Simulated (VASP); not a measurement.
# Si2W (I4/mmm) in VASP: notebook

Runs on Si2W. Level: PBE. Tasks: relaxation of cell and atoms, vibrations by finite differences.

Everything below comes from runs of VASP 6.6.1. Logs are shortened: lines on timing, memory, paths and dates and some standing lists are left out, and cuts for length are marked.

### Step 1. The structure

Symmetry: I4/mmm, No. 139, tetragonal system. Conventional cell: a = 3.214 Å, b = 3.214 Å, c = 7.830 Å, α = 90.00°, β = 90.00°, γ = 90.00°. Si (site symmetry 4mm) is surrounded by 5 Si at 2.59 to 2.63 Å and 5 W at 2.62 Å. W (site symmetry 4/mmm) is surrounded by 10 Si at 2.62 Å.

### Step 2. Relaxation of cell and atoms, PBE

The input, INCAR:

```
SYSTEM = Si2W
PREC = Accurate ; ENCUT = 520
EDIFF = 1E-7 ; ISMEAR = 0
SIGMA = 0.1 ; LREAL = .False.
LASPH = .True. ; NELM = 80
ALGO = Normal ; ISIF = 3
LWAVE = .False. ; LCHARG = .False.
GGA = PE ; IBRION = 2
NSW = 80 ; EDIFFG = -0.002
KPAR = 4
```

The input, KPOINTS:

```
regular mesh
0
Gamma
  4 4 4
  0 0 0
```

The input, POSCAR:

```
Si2W
1.0
   -1.6069000000      1.6069000000      3.9149500000
    1.6069000000     -1.6069000000      3.9149500000
    1.6069000000      1.6069000000     -3.9149500000
Si W
2 1
Direct
    0.3347000000      0.3347000000      0.0000000000
    0.6653000000      0.6653000000      0.0000000000
    0.0000000000      0.0000000000      0.0000000000
```

Potentials or basis: VASP PAW PBE potentials, release 64 (Si, W_sv).

Launch:

```sh
> cat potpaw_PBE.64/Si/POTCAR potpaw_PBE.64/W_sv/POTCAR > POTCAR
> mpirun -np 4 vasp_std > vasp.out
```

OUTCAR:

```text
SYSTEM = Si2W
   PREC = Accurate
   ENCUT = 520
   EDIFF = 1E-7
   ISMEAR = 0
   LREAL = .False.
   LASPH = .True.
   NELM = 80
   ISIF = 3
   GGA = PE
   IBRION = 2
   NSW = 80
   EDIFFG = -0.002

 ion  position               nearest neighbor table
   1  0.335  0.335  0.000-   2 2.59   3 2.62   3 2.62   3 2.62   3 2.62   3 2.62   2 2.63   2 2.63
                             2 2.63   2 2.63
   2  0.665  0.665  0.000-   1 2.59   3 2.62   3 2.62   3 2.62   3 2.62   3 2.62   1 2.63   1 2.63
                             1 2.63   1 2.63
   3  0.000  0.000  0.000-   2 2.62   2 2.62   2 2.62   1 2.62   2 2.62   1 2.62   1 2.62   1 2.62
                             1 2.62   2 2.62

  LATTYP: Found a body centered tetragonal cell.
 ALAT       =     3.2138000000
 C/A-ratio  =     2.4363370465

  Lattice vectors:

 A1 = (  -1.6069000000,   1.6069000000,   3.9149500000)
 A2 = (   1.6069000000,  -1.6069000000,   3.9149500000)
 A3 = (   1.6069000000,   1.6069000000,  -3.9149500000)

Analysis of symmetry for initial positions (statically):
=====================================================================
 Subroutine PRICEL returns:
 Original cell was already a primitive cell.

 Routine SETGRP: Setting up the symmetry group for a
 body centered tetragonal supercell.

 Subroutine GETGRP returns: Found 16 space group operations
 (whereof 16 operations were pure point group operations)
 out of a pool of 16 trial point group operations.

The static configuration has the point symmetry D_4h.

Analysis of symmetry for dynamics (positions and initial velocities):
=====================================================================
 Subroutine PRICEL returns:
 Original cell was already a primitive cell.

 Routine SETGRP: Setting up the symmetry group for a
 body centered tetragonal supercell.

 Subroutine GETGRP returns: Found 16 space group operations
 (whereof 16 operations were pure point group operations)
 out of a pool of 16 trial point group operations.

The dynamic configuration has the point symmetry D_4h.

 Subroutine INISYM returns: Found 16 space group operations
 (whereof 16 operations are pure point group operations),
 and found     1 'primitive' translations

----------------------------------------------------------------------------------------

                                     Primitive cell

  volume of cell :      40.4356

  direct lattice vectors                    reciprocal lattice vectors
    -1.606900000  1.606900000  3.914950000     0.000000000  0.311158131  0.127715552
     1.606900000 -1.606900000  3.914950000     0.311158131  0.000000000  0.127715552
     1.606900000  1.606900000 -3.914950000     0.311158131  0.311158131  0.000000000

  length of vectors
     4.526708376  4.526708376  4.526708376     0.336348992  0.336348992  0.440044048

  position of ions in fractional coordinates (direct lattice)
     0.334700000  0.334700000  0.000000000
     0.665300000  0.665300000  0.000000000
     0.000000000  0.000000000  0.000000000

  ion indices of the primitive-cell ions
   primitive index   ion index
                 1           1
                 2           2
                 3           3

----------------------------------------------------------------------------------------

 KPOINTS: regular mesh

Automatic generation of k-mesh.
 Grid dimensions read from file:
 generate k-points for:    4    4    4

 Generating k-lattice:

  Cartesian coordinates                     Fractional coordinates (reciprocal lattice)
     0.000000000  0.077789533  0.031928888     0.250000000  0.000000000  0.000000000
     0.077789533  0.000000000  0.031928888     0.000000000  0.250000000  0.000000000
     0.077789533  0.077789533  0.000000000     0.000000000  0.000000000  0.250000000

  Length of vectors
     0.084087248  0.084087248  0.110011012

  Shift w.r.t. Gamma in fractional coordinates (k-lattice)
     0.000000000  0.000000000  0.000000000

 Subroutine IBZKPT returns following result:
 ===========================================

 Found     13 irreducible k-points:

 Following reciprocal coordinates:
            Coordinates               Weight
  0.000000  0.000000  0.000000      1.000000
  0.250000  0.000000  0.000000      8.000000
  0.500000  0.000000  0.000000      4.000000
  0.250000  0.250000  0.000000      8.000000
  0.500000  0.250000  0.000000     16.000000
 -0.250000  0.250000  0.000000      4.000000
  0.500000  0.500000  0.000000      2.000000
  0.250000  0.250000  0.250000      2.000000
 -0.250000  0.250000  0.250000      4.000000
  0.500000  0.500000  0.250000      4.000000
 -0.250000  0.500000  0.250000      8.000000
 -0.250000 -0.250000  0.250000      2.000000
  0.500000  0.500000  0.500000      1.000000
   k-points           NKPTS =     13   k-points in BZ     NKDIM =     13   number of bands    NBANDS=     15
   number of dos      NEDOS =    301   number of ions     NIONS =      3
   total plane-waves  NPLWV =  46656
   dimension x,y,z NGX =    36 NGY =   36 NGZ =   36
   dimension x,y,z NGXF=    72 NGYF=   72 NGZF=   72
   ions per type =               2   1
   NGX,Y,Z   is equivalent  to a cutoff of  13.22, 13.22, 13.22 a.u.
   NGXF,Y,Z  is equivalent  to a cutoff of  26.44, 26.44, 26.44 a.u.
 SYSTEM =  Si2W
   PREC   = accura    normal or accurate (medium, high low for compatibility)
   ISTART =      0    job   : 0-new  1-cont  2-samecut
   ICHARG =      2    charge: 1-file 2-atom 10-const
   ISPIN  =      1    spin polarized calculation?
   LNONCOLLINEAR =      F non collinear calculations
   LSORBIT =      F    spin-orbit coupling
   LASPH  =      T    aspherical Exc in radial PAW
   ENCUT  =  520.0 eV  38.22 Ry    6.18 a.u.   8.42  8.42  8.42*2*pi/ulx,y,z
   NELM   =     80;   NELMIN=  2; NELMDL= -5     # of ELM steps
   EDIFF  = 0.1E-06   stopping-criterion for ELM
   LREAL  =      F    real-space projection
   EDIFFG = -.2E-02   stopping-criterion for IOM
   NSW    =     80    number of steps for IOM
   IBRION =      2    ionic relax: 0-MD 1-quasi-New 2-CG
   NFREE  =      1    steps in history (QN), initial steepest desc. (CG)
   ISIF   =      3    stress and relaxation
   ISYM   =      2    0-nonsym 1-usesym 2-fastsym
   POTIM  = 0.5000    time-step for ionic-motion
   TEBEG  =    0.0;   TEEND  =   0.0 temperature during run
   PSTRESS=    0.0 pullay stress
   NELECT =      22.0000    total number of electrons
   NUPDOWN=      -1.0000    fix difference up-down
   EMIN   =  10.00;   EMAX   =-10.00  energy-range for DOS
   EFERMI =   0.00;   METHOD = LEGACY
   ISMEAR =     0;   SIGMA  =   0.10  broadening in eV -4-tet -1-fermi 0-gaus
   EFERMI_NEDOS =   21; number of points for ismear=-14 and -15
   IALGO  =     38    algorithm
   IMIX   =      4    mixing-type and parameters
     AMIX     =   0.40;   BMIX     =  1.00
     AMIX_MAG =   1.60;   BMIX_MAG =  1.00
  volume/ion in A,a.u.               =      13.48        90.96
  Fermi-wavevector in a.u.,A,eV,Ry     =   1.336476  2.525573 24.302284  1.786167
  Thomas-Fermi vector in A             =   2.465099
   LORBIT       =      0    0 simple, 1 ext, 2 COOP (PROOUT), +10 PAW based schemes
   GGA     = PE    functional components
   LHFCALC =     F    Hartree Fock is set to
   AEXX    =    0.0000 exact exchange contribution
   IVDW    =     0    specifies the selected vdW correction
   LEPSILON=     F    determine dielectric tensor
   LRPA    =     F    only Hartree local field effects (RPA)
 conjugate gradient relaxation of ions
 non-spin polarized calculation
 Gauss-broadening in eV      SIGMA  =   0.10
  energy-cutoff  :      520.00
  volume of cell :       40.44
 maximum number of plane-waves:      1104
 NGX is ok and might be reduce to    36
   NGX = 17   NGY = 17   NGZ = 17

--------------------------------------- Ionic step        1  -------------------------------------------

 number of electron      21.9999999 magnetization

 Free energy of the ion-electron system (eV)
  ---------------------------------------------------
  ext. energy  EPLUGINS =         0.00000000
  ---------------------------------------------------
  free energy    TOTEN  =       -24.76555023 eV

  energy without entropy =      -24.76459924  energy(sigma->0) =      -24.76507473

------------------------ aborting loop because EDIFF is reached ----------------------------------------

  FORCE on cell =-STRESS in cart. coord.  units (eV):
  Direction    XX          YY          ZZ          XY          YZ          ZX
  --------------------------------------------------------------------------------------
  -------------------------------------------------------------------------------------
  Total        0.8764053      0.8764053      1.3959974      0.0000000      0.0000000      0.0000000
  in kB       34.7257540     34.7257540     55.3135162      0.0000000      0.0000000      0.0000000
  external PRESSURE =      41.5883414 kB  Pullay stress =       0.0000000 kB
[... 92 lines left out ...]
  FREE ENERGIE OF THE ION-ELECTRON SYSTEM (eV)
  ---------------------------------------------------
  free  energy   TOTEN  =       -24.7771178203 eV

  energy  without entropy=      -24.7768677090  energy(sigma->0) =      -24.77699276

[... ionic steps 4 to 10 ...]

--------------------------------------- Ionic step       11  -------------------------------------------

 number of electron      22.0000000 magnetization

------------------------ aborting loop because EDIFF is reached ----------------------------------------

  FORCE on cell =-STRESS in cart. coord.  units (eV):
  Direction    XX          YY          ZZ          XY          YZ          ZX
  --------------------------------------------------------------------------------------
  -------------------------------------------------------------------------------------
  Total       -0.0053869     -0.0053869     -0.0119807      0.0000000     -0.0000000     -0.0000000
  in kB       -0.2098697     -0.2098697     -0.4667575      0.0000000     -0.0000000     -0.0000000
  external PRESSURE =      -0.2954989 kB  Pullay stress =       0.0000000 kB
[... 59 lines left out ...]
  energy  without entropy=      -24.7776142851  energy(sigma->0) =      -24.77772848

--------------------------------------- Ionic step       13  -------------------------------------------

 number of electron      22.0000000 magnetization

 Free energy of the ion-electron system (eV)
  ---------------------------------------------------
  ext. energy  EPLUGINS =         0.00000000
  ---------------------------------------------------
  free energy    TOTEN  =       -24.77784346 eV

  energy without entropy =      -24.77761783  energy(sigma->0) =      -24.77773064

 E-fermi :  11.8770     XC(G=0): -12.4494

 val. band max:       11.7099943436   @ k =   0.2500   0.2500   0.2500
 cond. band min:      12.0614974028   @ k =   0.5000   0.5000   0.2500
 fundamental gap:      0.3515030592
 Fermi energy:        11.8770236332

 k-point     1 :       0.0000    0.0000    0.0000
  band No.  band energies     occupation
      1     -62.1832      2.00000
      2     -26.4223      2.00000
      3     -26.4223      2.00000
      4     -26.4045      2.00000
      5      -2.2221      2.00000
      6       4.9993      2.00000
      7       7.9284      2.00000
      8       8.4835      2.00000
      9       8.9210      2.00000
     10       8.9210      2.00000
     11      12.3462      0.00000
     12      14.3448      0.00000
     13      14.6772      0.00000
     14      14.8423      0.00000
     15      14.8423      0.00000
[... 244 lines left out ...]
  FREE ENERGIE OF THE ION-ELECTRON SYSTEM (eV)
  ---------------------------------------------------
  free  energy   TOTEN  =       -24.7778434561 eV

  energy  without entropy=      -24.7776178306  energy(sigma->0) =      -24.77773064

 reached required accuracy - stopping structural energy minimisation
```

Wall time 65 s (4 MPI ranks of Intel Xeon Platinum 8259CL at 2.50GHz (Skylake/Cascade Lake), shared host); peak memory 0.21 GiB.

Results:

```yaml
Free_energy: -24.7778 eV
Relaxed_volume: 13.71 Å³/atom
Relaxed_cell: a = 4.558 Å, b = 4.558 Å, c = 4.558 Å, α = 138.52°, β = 138.52°, γ = 60.10°
Space_group_after_relaxing_to_0.05_Å: I4/mmm (No. 139)
Energy_gained_by_relaxing: 4.1 meV/atom
Ionic_steps: 13
Pressure_after_relaxing: 0.0 GPa
Band_gap_on_the_k_mesh: none (metal or under the smearing width)
```

Step by step:
```csv
step,energy change (eV),largest force (eV/Å),pressure (GPa),volume (Å³)
1,0.0000,0.2782,4.16,40.44
2,0.0209,0.1353,-7.00,42.52
3,-0.0116,0.1117,-0.29,41.20
4,-0.0116,0.1148,-0.20,41.18
5,-0.0123,0.0192,0.05,41.11
6,-0.0123,0.0054,0.08,41.10
7,-0.0123,0.0050,-0.10,41.14
8,-0.0123,0.0000,-0.01,41.12
9,-0.0123,0.0003,-0.01,41.12
10,-0.0123,0.0012,-0.03,41.13
11,-0.0123,0.0006,-0.03,41.12
12,-0.0123,0.0007,0.05,41.11
13,-0.0123,0.0002,0.01,41.12
```

Final structure:
```
Si W
1.0
    -1.61411    1.61411    3.94554
     1.61411   -1.61411    3.94554
     1.61411    1.61411   -3.94554
Si W
2 1
Direct
  0.33330 0.33330 0.00000
  0.66670 0.66670 0.00000
  0.00000 0.00000 0.00000
```

Caveat: the k mesh is coarse (spacing up to 0.69 Å⁻¹), so the values aren't converged. Zero-point motion and thermal expansion aren't in these numbers.

### Step 3. Relaxation of cell and atoms, PBE

This run uses another cell than the first one, of 13.71 Å³/atom, 1.017 times its volume.

INCAR is that of step 2.

KPOINTS is that of step 2.

The input, POSCAR:

```
Si2W                                    
1.0
   -1.6141084520      1.6141084520      3.9455354536
    1.6141084520     -1.6141084520      3.9455354536
    1.6141084520      1.6141084520     -3.9455354536
  Si              W             
     2     1
Direct
     0.3333020450814220    0.3333020450814220    0.0000000000000000
     0.6666979549185781    0.6666979549185781    0.0000000000000000
     0.0000000000000000    0.0000000000000000    0.0000000000000000
```

Potentials or basis: VASP PAW PBE potentials, release 64 (Si, W_sv).

Launch:

```sh
> cat potpaw_PBE.64/Si/POTCAR potpaw_PBE.64/W_sv/POTCAR > POTCAR
> mpirun -np 4 vasp_std > vasp.out
```

Wall time 8.2 s (4 MPI ranks of Intel Xeon Platinum 8259CL at 2.50GHz (Skylake/Cascade Lake), shared host); peak memory 0.19 GiB.

Results (log left out):

| Property | Result |
| --- | --- |
| Free energy | -24.7780 eV |
| Pressure after relaxing | 0.0 GPa |
| Band gap on the k mesh | none (metal or under the smearing width) |

Final structure:
```
Si W
1.0
    -1.61411    1.61411    3.94554
     1.61411   -1.61411    3.94554
     1.61411    1.61411   -3.94554
Si W
2 1
Direct
  0.33330 0.33330 0.00000
  0.66670 0.66670 0.00000
  0.00000 0.00000 0.00000
```

Levels at points of the mesh, in eV from the Fermi level:
```csv
k point,band 9,band 10,band 11,band 12,band 13,band 14
"(0.00, 0.00, 0.00)",-2.96,-2.96,0.47,2.47,2.80,2.97
"(0.50, 0.00, 0.00)",-2.88,-2.85,-0.56,2.49,2.58,3.77
"(0.50, 0.50, 0.00)",-5.12,-3.34,-1.86,2.50,2.74,2.91
"(0.50, 0.50, 0.50)",-1.00,-1.00,-0.64,-0.64,0.64,4.20
```

Caveat: the k mesh is coarse (spacing up to 0.69 Å⁻¹), so the values aren't converged; the relaxation stopped at its first step, so nothing moved.

### Step 4. Vibrations by finite differences, PBE

This run uses another cell than the first one, of 13.71 Å³/atom, 1.017 times its volume.

The input, INCAR:

```
SYSTEM = Si2W
ALGO = Normal
EDIFF = 1E-8
ENCUT = 520
GGA = PE
IBRION = 6
ISIF = 3
ISMEAR = 0
KPAR = 4
LASPH = .True.
LCHARG = .False.
LREAL = .False.
LWAVE = .False.
NBANDS = 18
NELM = 80
NFREE = 2
NSW = 1
POTIM = 0.015
PREC = Accurate
SIGMA = 0.1
```

The input, KPOINTS:

```
k-points
0
Gamma
  4 4 4
  0 0 0
```

The input, POSCAR:

```
Si2W                                    
1.0
   -1.6141084520      1.6141084520      3.9455354536
    1.6141084520     -1.6141084520      3.9455354536
    1.6141084520      1.6141084520     -3.9455354536
  Si              W             
     2     1
Direct
     0.3333020450814246    0.3333020450814246    0.0000000000000000
     0.6666979549185754    0.6666979549185754    0.0000000000000000
     0.0000000000000000    0.0000000000000000    0.0000000000000000
```

Launch:

```sh
> cat potpaw_PBE.64/Si/POTCAR potpaw_PBE.64/W_sv/POTCAR > POTCAR
> mpirun -np 4 vasp_std > vasp.out
```

Wall time 2.9 min (4 MPI ranks of Intel Xeon Platinum 8259CL at 2.50GHz (Skylake/Cascade Lake), shared host); peak memory 0.25 GiB.

It converged, with:

```yaml
Voigt_bulk_modulus: 219 GPa
Highest_phonon_frequency_at_Γ: 439 cm⁻¹
```

Phonon frequencies in cm⁻¹ (negative: imaginary):
| q point | frequencies |
| --- | --- |
| (0.000, 0.000, 0.000) | 0 0 0 254 254 297 334 334 439 |

Elastic tensor in Voigt notation (GPa, in the Cartesian axes of the cell as first typed):
```
463  83  83   0   0   0
 83 463  83   0   0   0
 83  83 544   0   0   0
  0   0   0 190   0   0
  0   0   0   0 190   0
  0   0   0   0   0 214
```

Clamped-ion elastic tensor (GPa):
```
465  85  86   0   0   0
 85 465  86   0   0   0
 86  86 549   0   0   0
  0   0   0 191   0   0
  0   0   0   0 191   0
  0   0   0   0   0 214
```

Caveat: the k mesh is coarse (spacing up to 0.69 Å⁻¹), so the values aren't converged; elastic constants of metals need much finer meshes, so these are rough. The run has no spin-orbit coupling, so splittings on W are missing.
